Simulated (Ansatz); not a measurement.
Something may be wrong with this Ansatz 0.2.0 calculation of Ba.

Contents of input.yaml:

```yaml
crystal:
  lattice:
    - [4.3116136979, -0.086232274, 0.0]
    - [-2.2304861889, 3.7770831307, 0.0]
    - [0.0, 0.0, 3.9134133]
  atoms:
    - { symbol: ba, position: [0.0, 0.0, 0.0] }
hamiltonian:
  xc: pbe
  pseudopotentials: { kind: paw }
kpoints:
  mp_grid: { grid: [6, 6, 6] }
scf:
  occupations: { method: fermi_dirac, width: 0.05 }
  max_iter: 100
output:
  forces: true
  stress: true
  eigenvalues: true
```

Potentials or basis: Ansatz PAW.

Command:

```sh
$ ansatz run input.yaml --threads 2 --pin off --max-ram 5632MiB --backend cpu --events-out ev --progress --plain --runs-dir out
```

Output:

```text
Error: YAML parse error: error: line 7 column 17: `ba` is not an element symbol (H … Og, case-exact)
 --> <input>:7:17
  |
5 |     - [0.0, 0.0, 3.9134133]
6 |   atoms:
7 |     - { symbol: ba, position: [0.0, 0.0, 0.0] }
  |                 ^ `ba` is not an element symbol (H … Og, case-exact)
8 | hamiltonian:
9 |   xc: pbe
  |
```

Question: Diagnose the run.

Answer: The input was rejected before any iteration. The input holds a flaw that was put in on purpose: an unknown element (crystal.atoms[0].symbol = ba).
